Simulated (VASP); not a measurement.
# CdTe: zone-centre modes, functional by functional

How much do the zone-centre frequencies of CdTe depend on the functional? The starting structure is a measured crystal structure from the Crystallography Open Database.

Method: Kohn-Sham DFT with plane waves and PAW; LDA, PBEsol, PBE, PBEsol + D3(BJ), r2SCAN, r2SCAN + rVV10 and HSE06, in VASP 6.6.1.

**1. Starting point**

The structure is cubic, space group F-43m (No. 216). The conventional cell has a = 6.480 Å, b = 6.480 Å, c = 6.480 Å, α = 90.00°, β = 90.00°, γ = 90.00°. Nearest to Te lie 4 Cd at 2.81 Å. Nearest to Cd lie 4 Te at 2.81 Å. Farther neighbours and most contacts between anions are not listed.

Coordinates:

```cif
data_structure
_symmetry_space_group_name_H-M 'P 1'
_symmetry_Int_Tables_number 1
_cell_length_a 4.5821
_cell_length_b 4.5821
_cell_length_c 4.5821
_cell_angle_alpha 60.000
_cell_angle_beta 60.000
_cell_angle_gamma 60.000
_cell_volume 68.02
loop_
_atom_site_label
_atom_site_type_symbol
_atom_site_fract_x
_atom_site_fract_y
_atom_site_fract_z
_atom_site_occupancy
Te1 Te 0.75000 0.75000 0.75000 1
Cd2 Cd 0.00000 0.00000 0.00000 1
```

**2. Modes with LDA**

LDA, the lowest rung, knows the local density alone. The cell comes from a relaxation at this level, not shown (66.12 Å³).

The input, INCAR:

```
SYSTEM = CdTe
PREC = Accurate
ENCUT = 450
EDIFF = 1E-08
NELM = 100
ISMEAR = 0
SIGMA = 0.03
LREAL = .FALSE.
ALGO = Normal
GGA = CA
NBANDS = 15
LORBIT = 11
LWAVE = .FALSE.
LCHARG = .FALSE.
KPAR = 2
IBRION = 8
LEPSILON = .TRUE.
ISIF = 2
```

The input, POSCAR:

```
CdTe
1.0
    0.0000000000      3.2094696743      3.2094696743
    3.2094696743      0.0000000000      3.2094696743
    3.2094696743      3.2094696743      0.0000000000
Te Cd
1 1
Direct
    0.7500000000      0.7500000000      0.7500000000
    0.0000000000      0.0000000000      0.0000000000
```

The input, KPOINTS:

```
Automatic mesh
0
Gamma
6 6 6
0 0 0
```

PAW data sets: Te and Cd (LDA family, release 64).

On the command line:

```console
mpirun -np 2 vasp_std
```

The program printed:

```text
[banner, memory and clock lines left out]
running    2 mpi-ranks, on    1 nodes
 distrk:  each k-point on    1 cores,    2 groups
 distr:  one band on    1 cores,    1 groups

 POSCAR found type information on POSCAR TeCd
 POSCAR found :  2 types and       2 ions
 LDA part: xc-table for (Slater(with rela. corr.)+CA(PZ))
 , standard interpolation
 POSCAR, INCAR and KPOINTS ok, starting setup
 FFT: planning ... GRIDC
 FFT: planning ... GRID_SOFT
 FFT: planning ... GRID
 WAVECAR not read
 entering main loop
       N       E                     dE             d eps       ncg     rms          rms(c)
DAV:   1     0.934839797786E+02    0.93484E+02   -0.78227E+03   496   0.938E+02
DAV:   2    -0.271434863721E+01   -0.96198E+02   -0.92220E+02   543   0.239E+02
DAV:   3    -0.625471526534E+01   -0.35404E+01   -0.35339E+01   606   0.479E+01
DAV:   4    -0.628844713650E+01   -0.33732E-01   -0.33730E-01   699   0.403E+00
DAV:   5    -0.628852514593E+01   -0.78009E-04   -0.78009E-04   613   0.185E-01    0.598E+00
DAV:   6    -0.606834536700E+01    0.22018E+00   -0.39089E-01   529   0.829E+00    0.483E+00
DAV:   7    -0.604627539977E+01    0.22070E-01   -0.98302E-02   564   0.219E+00    0.177E+00
DAV:   8    -0.604433752901E+01    0.19379E-02   -0.10340E-02   557   0.128E+00    0.471E-01
DAV:   9    -0.604405500345E+01    0.28253E-03   -0.77060E-04   592   0.314E-01    0.125E-01
DAV:  10    -0.604404424738E+01    0.10756E-04   -0.90657E-05   581   0.878E-02    0.574E-02
DAV:  11    -0.604404825785E+01   -0.40105E-05   -0.21607E-05   572   0.422E-02    0.328E-02
DAV:  12    -0.604404727570E+01    0.98215E-06   -0.21194E-06   508   0.123E-02    0.164E-02
DAV:  13    -0.604404720333E+01    0.72373E-07   -0.60769E-07   606   0.361E-03    0.311E-03
DAV:  14    -0.604404719560E+01    0.77225E-08   -0.53900E-08   585   0.263E-03
   1 F= -.60440472E+01 E0= -.60440472E+01  d E =-.161829E-18
 Linear response reoptimize wavefunctions to high precision
DAV:   1    -0.604404719355E+01    0.20573E-08   -0.71058E-09   557   0.788E-04
DAV:   2    -0.604404719355E+01   -0.27285E-11   -0.22582E-10   331   0.108E-04
 Linear response G [H, r] |phi>, progress :
  Direction:   1
       N       E                     dE             d eps       ncg     rms
RMM:   1    -0.865978651659E+02   -0.86598E+02    0.13946E+02   927   0.676E+01
RMM:   2    -0.891420816606E+02   -0.25442E+01   -0.72046E+00   801   0.160E+01
RMM:   3    -0.892056556473E+02   -0.63574E-01   -0.22576E-01   824   0.267E+00
RMM:   4    -0.892097755219E+02   -0.41199E-02   -0.58568E-03   832   0.410E-01
RMM:   5    -0.892098767558E+02   -0.10123E-03   -0.25351E-04   855   0.857E-02
RMM:   6    -0.892098848644E+02   -0.81087E-05    0.11680E-05   862   0.193E-02
RMM:   7    -0.892098872338E+02   -0.23693E-05    0.86635E-06   864   0.501E-03
RMM:   8    -0.892098877219E+02   -0.48809E-06   -0.21551E-05   819   0.148E-03
RMM:   9    -0.892098881296E+02   -0.40778E-06    0.28202E-05   689   0.689E-04
RMM:  10    -0.892098880394E+02    0.90250E-07    0.52867E-05   599   0.525E-04
RMM:  11    -0.892098878818E+02    0.15759E-06    0.54244E-05   552   0.462E-04
RMM:  12    -0.892098878333E+02    0.48561E-07    0.37310E-05   486   0.466E-04
RMM:  13    -0.892098878891E+02   -0.55860E-07    0.16448E-05   460   0.443E-04
RMM:  14    -0.892098878589E+02    0.30181E-07    0.44678E-05   425   0.470E-04
 Linear response G [H, r] |phi>, progress :
  Direction:   2
       N       E                     dE             d eps       ncg     rms
RMM:   1    -0.881685538034E+02   -0.88169E+02    0.99086E+01   923   0.665E+01
RMM:   2    -0.905799798810E+02   -0.24114E+01   -0.69780E+00   793   0.158E+01
RMM:   3    -0.906469130939E+02   -0.66933E-01   -0.21197E-01   813   0.264E+00
RMM:   4    -0.906505544467E+02   -0.36414E-02   -0.55807E-03   831   0.401E-01
RMM:   5    -0.906506417020E+02   -0.87255E-04   -0.24978E-04   858   0.853E-02
RMM:   6    -0.906506498968E+02   -0.81948E-05    0.27771E-06   861   0.186E-02
RMM:   7    -0.906506520178E+02   -0.21210E-05    0.70013E-07   868   0.478E-03
RMM:   8    -0.906506526281E+02   -0.61033E-06   -0.59122E-06   798   0.134E-03
RMM:   9    -0.906506525032E+02    0.12499E-06   -0.31336E-05   690   0.590E-04
RMM:  10    -0.906506525930E+02   -0.89842E-07   -0.58298E-05   600   0.417E-04
RMM:  11    -0.906506527828E+02   -0.18982E-06   -0.35917E-05   552   0.392E-04
RMM:  12    -0.906506528242E+02   -0.41358E-07   -0.59384E-05   481   0.364E-04
RMM:  13    -0.906506528585E+02   -0.34306E-07   -0.47726E-05   454   0.376E-04
RMM:  14    -0.906506528516E+02    0.69176E-08   -0.48708E-05   415   0.372E-04
 Linear response G [H, r] |phi>, progress :
  Direction:   3
       N       E                     dE             d eps       ncg     rms
RMM:   1    -0.713484862120E+02   -0.71348E+02    0.26731E+02   875   0.695E+01
RMM:   2    -0.757946479674E+02   -0.44462E+01   -0.65634E+00   805   0.152E+01
RMM:   3    -0.758326721334E+02   -0.38024E-01   -0.19321E-01   814   0.238E+00
RMM:   4    -0.758354002348E+02   -0.27281E-02   -0.50061E-03   822   0.367E-01
RMM:   5    -0.758354416881E+02   -0.41453E-04   -0.20633E-04   831   0.691E-02
RMM:   6    -0.758354469792E+02   -0.52911E-05   -0.15599E-05   869   0.157E-02
RMM:   7    -0.758354471882E+02   -0.20901E-06   -0.13817E-06   838   0.419E-03
[...]
RMM:   7    -0.324382609283E+01   -0.72441E-03   -0.27166E-05  2271   0.148E-02    0.629E-03
RMM:   8    -0.324388490497E+01   -0.58812E-04   -0.69331E-05  2275   0.397E-03    0.121E-03
RMM:   9    -0.324391116443E+01   -0.26259E-04   -0.39453E-05  2227   0.141E-03    0.398E-04
RMM:  10    -0.324391436691E+01   -0.32025E-05   -0.37559E-06  2183   0.218E-04    0.155E-04
RMM:  11    -0.324391314839E+01    0.12185E-05   -0.37394E-06  1655   0.828E-05    0.166E-05
RMM:  12    -0.324391301182E+01    0.13657E-06   -0.78869E-07  1047   0.352E-05    0.108E-05
RMM:  13    -0.324391272215E+01    0.28967E-06   -0.15420E-07   760   0.379E-05    0.111E-06
 change of polarisation eV/A/(eV/A) component  1 :     6.259     1.120     0.325
 dielectric tensor                  component  1 :    18.130     3.065     0.891
 Linear response to external field, progress :
  Direction:   2
       N       E                     dE             d eps       ncg     rms          rms(c)
RMM:   1    -0.239908492245E+01   -0.23991E+01   -0.14365E+01  2793   0.328E+00
RMM:   2    -0.322117065792E+01   -0.82209E+00   -0.26064E-02  2230   0.709E-01    0.293E+00
RMM:   3    -0.317342303564E+01    0.47748E-01   -0.30763E-02  2197   0.896E-01    0.164E+00
RMM:   4    -0.322525281791E+01   -0.51830E-01   -0.46750E-02  2212   0.108E+00    0.205E-01
RMM:   5    -0.323945553812E+01   -0.14203E-01   -0.13834E-03  2212   0.208E-01    0.385E-02
RMM:   6    -0.324310240401E+01   -0.36469E-02   -0.73068E-05  2235   0.451E-02    0.212E-02
RMM:   7    -0.324382686120E+01   -0.72446E-03   -0.17787E-05  2269   0.148E-02    0.632E-03
RMM:   8    -0.324388457077E+01   -0.57710E-04   -0.23447E-05  2274   0.396E-03    0.122E-03
RMM:   9    -0.324391108410E+01   -0.26513E-04   -0.32372E-05  2236   0.140E-03    0.398E-04
RMM:  10    -0.324391438499E+01   -0.33009E-05   -0.58521E-06  2192   0.218E-04    0.154E-04
RMM:  11    -0.324391301063E+01    0.13744E-05   -0.15582E-06  1659   0.826E-05    0.166E-05
RMM:  12    -0.324391311383E+01   -0.10320E-06   -0.57027E-07  1043   0.352E-05    0.104E-05
RMM:  13    -0.324391286302E+01    0.25081E-06   -0.17616E-10   764   0.379E-05    0.111E-06
 change of polarisation eV/A/(eV/A) component  2 :     1.120     6.259     0.296
 dielectric tensor                  component  2 :     3.065    18.130     0.811
 Linear response to external field, progress :
  Direction:   3
       N       E                     dE             d eps       ncg     rms          rms(c)
RMM:   1    -0.241677795534E+01   -0.24168E+01   -0.14542E+01  2793   0.327E+00
RMM:   2    -0.322056965579E+01   -0.80379E+00   -0.18848E-02  2235   0.707E-01    0.293E+00
RMM:   3    -0.317341437998E+01    0.47155E-01   -0.30678E-02  2202   0.895E-01    0.164E+00
RMM:   4    -0.322523253601E+01   -0.51818E-01   -0.46401E-02  2210   0.108E+00    0.205E-01
RMM:   5    -0.323943790819E+01   -0.14205E-01   -0.13817E-03  2213   0.208E-01    0.386E-02
RMM:   6    -0.324310232437E+01   -0.36644E-02   -0.72638E-05  2238   0.451E-02    0.213E-02
RMM:   7    -0.324382599955E+01   -0.72368E-03   -0.25147E-05  2267   0.148E-02    0.630E-03
RMM:   8    -0.324388505145E+01   -0.59052E-04   -0.61241E-05  2281   0.397E-03    0.121E-03
RMM:   9    -0.324391150553E+01   -0.26454E-04   -0.22775E-05  2232   0.140E-03    0.397E-04
RMM:  10    -0.324391449308E+01   -0.29876E-05   -0.56724E-06  2181   0.217E-04    0.155E-04
RMM:  11    -0.324391318529E+01    0.13078E-05   -0.35272E-06  1644   0.828E-05    0.167E-05
RMM:  12    -0.324391318841E+01   -0.31233E-08   -0.97028E-07  1070   0.352E-05    0.107E-05
RMM:  13    -0.324391303530E+01    0.15311E-06    0.29544E-10   782   0.379E-05    0.112E-06
 change of polarisation eV/A/(eV/A) component  3 :     0.875     0.570     6.259
 dielectric tensor                  component  3 :     2.395     1.561    18.130
 Linear response DOF=           2
 Linear response progress:
  Degree of freedom:   1/  2
       N       E                     dE             d eps       ncg     rms          rms(c)
RMM:   1    -0.490257493254E-01   -0.49026E-01    0.71393E-02  3283   0.102E+00
RMM:   2    -0.493841823479E-01   -0.35843E-03   -0.17499E-03  2156   0.275E-01    0.112E-01
RMM:   3    -0.494667671320E-01   -0.82585E-04   -0.11757E-04  2228   0.611E-02    0.637E-02
RMM:   4    -0.495986491134E-01   -0.13188E-03   -0.32250E-05  2221   0.324E-02    0.611E-03
RMM:   5    -0.496056525988E-01   -0.70035E-05   -0.25211E-06  2274   0.572E-03    0.236E-03
RMM:   6    -0.496025212471E-01    0.31314E-05   -0.94778E-08  2284   0.158E-03    0.119E-03
RMM:   7    -0.496000336600E-01    0.24876E-05    0.15231E-07  2284   0.499E-04    0.345E-04
RMM:   8    -0.496004030771E-01   -0.36942E-06    0.34435E-08  2311   0.178E-04    0.574E-05
RMM:   9    -0.496003947897E-01    0.82874E-08    0.11857E-08  2318   0.404E-05    0.802E-06
 first order change of Fermi-energy   0.47884E-03
 force on displaced ion       1 direction 1 :  -4.876  -0.000  -0.000
 Born effective charge ion    1 direction 1 :  -2.639   0.000   0.000
 Linear response progress:
  Degree of freedom:   2/  2
       N       E                     dE             d eps       ncg     rms          rms(c)
RMM:   1    -0.432601439867E+00   -0.43260E+00   -0.22423E-01  2278   0.329E+00
RMM:   2    -0.432652536462E+00   -0.51097E-04   -0.21351E-03  2098   0.350E-01    0.102E-01
RMM:   3    -0.432317617362E+00    0.33492E-03   -0.39117E-05  2283   0.447E-02    0.591E-02
RMM:   4    -0.431938605071E+00    0.37901E-03   -0.23038E-05  2044   0.291E-02    0.731E-03
RMM:   5    -0.431940582481E+00   -0.19774E-05   -0.69980E-07  2391   0.569E-03    0.328E-03
RMM:   6    -0.431962098286E+00   -0.21516E-04   -0.36354E-07  2286   0.297E-03    0.551E-04
RMM:   7    -0.431962188391E+00   -0.90106E-07   -0.50745E-08  2378   0.571E-04    0.297E-04
RMM:   8    -0.431964266772E+00   -0.20784E-05   -0.64677E-09  2313   0.240E-04    0.466E-05
RMM:   9    -0.431963923027E+00    0.34375E-06    0.49842E-10  2403   0.518E-05    0.132E-05
RMM:  10    -0.431964007751E+00   -0.84724E-07    0.77962E-09  2345   0.291E-05    0.349E-06
RMM:  11    -0.431963979602E+00    0.28149E-07    0.75599E-09  2430   0.824E-06    0.826E-07
RMM:  12    -0.431963977776E+00    0.18265E-08    0.12817E-09  1797   0.392E-06    0.423E-07
 first order change of Fermi-energy  -0.11167E-03
 force on displaced ion       2 direction 1 :  -4.903  -0.000  -0.000
 Born effective charge ion    2 direction 1 :   2.294   0.000   0.000
 Born effective charges drift removed
 Linear response finished
```

It took 2.3 min on 2 MPI ranks of AMD EPYC 7R43, shared host; peak memory 0.43 GiB; 4.6 min of CPU time.

The logs omit lines about the potential files and the build; timing stands in the text.

OUTCAR, selected parts (step 2):

```text
ion  position               nearest neighbor table
   1  0.750  0.750  0.750-   2 2.78   2 2.78   2 2.78   2 2.78
   2  0.000  0.000  0.000-   1 2.78   1 2.78   1 2.78   1 2.78

  LATTYP: Found a face centered cubic cell.
 ALAT       =     6.4189393486

 Subroutine GETGRP returns: Found 24 space group operations
 (whereof 24 operations were pure point group operations)

The static configuration has the point symmetry T_d .

 Found     16 irreducible k-points:

   k-points           NKPTS =     16   k-points in BZ     NKDIM =     16   number of bands    NBANDS=     15

   dimension x,y,z NGX =    32 NGY =   32 NGZ =   32
   dimension x,y,z NGXF=    64 NGYF=   64 NGZF=   64

   ENCUT  =  450.0 eV  33.07 Ry    5.75 a.u.   7.85  7.85  7.85*2*pi/ulx,y,z

   NELECT =      18.0000    total number of electrons

 k-points in reciprocal lattice and weights: Automatic mesh
   0.00000000  0.00000000  0.00000000       0.005
   0.16666667  0.00000000  0.00000000       0.037
   0.33333333  0.00000000  0.00000000       0.037
   0.50000000  0.00000000  0.00000000       0.019
   0.16666667  0.16666667  0.00000000       0.028
   0.33333333  0.16666667  0.00000000       0.111
   0.50000000  0.16666667  0.00000000       0.111
  -0.33333333  0.16666667  0.00000000       0.111
  -0.16666667  0.16666667  0.00000000       0.056
[...]
-0.33333333  0.33333333  0.16666667       0.111
  -0.33333333  0.50000000  0.16666667       0.056

 average (electrostatic) potential at core
       1 -92.0925       2 -39.6707

  Total       -0.0129397     -0.0129397     -0.0129397      0.0000000      0.0000000     -0.0000000
  in kB       -0.3135478     -0.3135478     -0.3135478      0.0000000      0.0000000     -0.0000000
  external PRESSURE =      -0.3135478 kB  Pullay stress =       0.0000000 kB

  energy-cutoff  :      450.00
  volume of cell :       66.12
      direct lattice vectors                 reciprocal lattice vectors
     0.000000000  3.209469674  3.209469674    -0.155788978  0.155788978  0.155788978
     3.209469674  0.000000000  3.209469674     0.155788978 -0.155788978  0.155788978
     3.209469674  3.209469674  0.000000000     0.155788978  0.155788978 -0.155788978

 POSITION                                       TOTAL-FORCE (eV/Angst)
 -----------------------------------------------------------------------------------
      4.81420      4.81420      4.81420        -0.000000      0.000000      0.000000
      0.00000      0.00000      0.00000         0.000000     -0.000000     -0.000000
 -----------------------------------------------------------------------------------
    total drift:                               -0.000000     -0.000000     -0.000000

 MACROSCOPIC STATIC DIELECTRIC TENSOR (including local field effects in DFT)
 ------------------------------------------------------
          18.129938     0.000000     0.000000
           0.000000    18.129938     0.000000
          -0.000000    -0.000000    18.129938
 ------------------------------------------------------

 PIEZOELECTRIC TENSOR (including local field effects)  for field in x, y, z        (C/m^2)
          XX          YY          ZZ          XY          YZ          ZX
  --------------------------------------------------------------------------------
  x     0.00000     0.00000    -0.00000     0.00000     0.77894     0.00000
  y    -0.00000    -0.00000     0.00000     0.00000     0.00000     0.77894
  z    -0.00000    -0.00000    -0.00000     0.77894     0.00000     0.00000

 BORN EFFECTIVE CHARGES (including local field effects) (in |e|, cummulative output)
 ---------------------------------------------------------------------------------
 ion    1
    1    -2.46788     0.00000     0.00000
    2     0.00000    -2.46788     0.00000
    3     0.00000     0.00000    -2.46788
 ion    2
    1     2.46788     0.00000     0.00000
    2     0.00000     2.46788     0.00000
    3     0.00000     0.00000     2.46788

 Eigenvectors and eigenvalues of the dynamical matrix
 ----------------------------------------------------

   1 f  =    4.472128 THz    28.099207 2PiTHz  149.174123 cm-1    18.495226 meV
             X         Y         Z           dx          dy          dz
      4.814205  4.814205  4.814205    -0.000000    0.683367    0.000000
      0.000000  0.000000  0.000000     0.000000   -0.730075    0.000000

   2 f  =    4.472128 THz    28.099207 2PiTHz  149.174123 cm-1    18.495226 meV
             X         Y         Z           dx          dy          dz
      4.814205  4.814205  4.814205     0.000000    0.000000   -0.683367
      0.000000  0.000000  0.000000     0.000000    0.000000    0.730075

   3 f  =    4.472128 THz    28.099207 2PiTHz  149.174123 cm-1    18.495226 meV
             X         Y         Z           dx          dy          dz
      4.814205  4.814205  4.814205     0.683367   -0.000000   -0.000000
      0.000000  0.000000  0.000000    -0.730075   -0.000000   -0.000000

   4 f/i=    0.006128 THz     0.038502 2PiTHz    0.204403 cm-1     0.025343 meV
             X         Y         Z           dx          dy          dz
      4.814205  4.814205  4.814205    -0.243833    0.684235   -0.073330
      0.000000  0.000000  0.000000    -0.228233    0.640460   -0.068639

   5 f/i=    0.006128 THz     0.038502 2PiTHz    0.204403 cm-1     0.025343 meV
             X         Y         Z           dx          dy          dz
      4.814205  4.814205  4.814205     0.687797    0.239814   -0.049337
      0.000000  0.000000  0.000000     0.643794    0.224472   -0.046181

   6 f/i=    0.006128 THz     0.038502 2PiTHz    0.204403 cm-1     0.025343 meV
             X         Y         Z           dx          dy          dz
      4.814205  4.814205  4.814205     0.022152    0.085561    0.724706
      0.000000  0.000000  0.000000     0.020735    0.080087    0.678341

 MACROSCOPIC STATIC DIELECTRIC TENSOR IONIC CONTRIBUTION
 ------------------------------------------------------
           3.408812     0.000000     0.000000
           0.000000     3.408812     0.000000
           0.000000     0.000000     3.408812
 ------------------------------------------------------

 ELASTIC MODULI CONTR FROM IONIC RELAXATION (kBar)
 Direction    XX          YY          ZZ          XY          YZ          ZX
 --------------------------------------------------------------------------------
 XX          -0.0000      0.0000     -0.0000      0.0000      0.0000     -0.0000
 YY           0.0000     -0.0000      0.0000      0.0000      0.0000      0.0000
 ZZ          -0.0000      0.0000     -0.0000     -0.0000      0.0000     -0.0000
 XY           0.0000      0.0000     -0.0000   -195.0097      0.0000      0.0000
 YZ           0.0000      0.0000      0.0000      0.0000   -195.0097      0.0000
 ZX          -0.0000      0.0000     -0.0000      0.0000      0.0000   -195.0097
 --------------------------------------------------------------------------------

 PIEZOELECTRIC TENSOR IONIC CONTR  for field in x, y, z        (C/m^2)
          XX          YY          ZZ          XY          YZ          ZX
  --------------------------------------------------------------------------------
  x     0.00000     0.00000     0.00000     0.00000    -0.76719     0.00000
  y    -0.00000     0.00000    -0.00000     0.00000     0.00000    -0.76719
  z     0.00000     0.00000    -0.00000    -0.76719     0.00000     0.00000
```

Energies printed during the response cycles are not total energies of the cell.

LDA: the zone-centre mode is T2 149.2 cm⁻¹.

(Continued in part 2 of 3.)

[Lines on the potential files, build, host, timing and source positions are cut from VASP's logs without a mark.]

[Logs are printed without paths, hosts, clocks, repeated set-up lines and the standing remarks that a program may print on its own settings, such as how far it seeks lower states.]

[Hosts, paths, dates, database ids (printed as entryN), source tags and the programs' standing remarks are cut or masked in the printed files.]
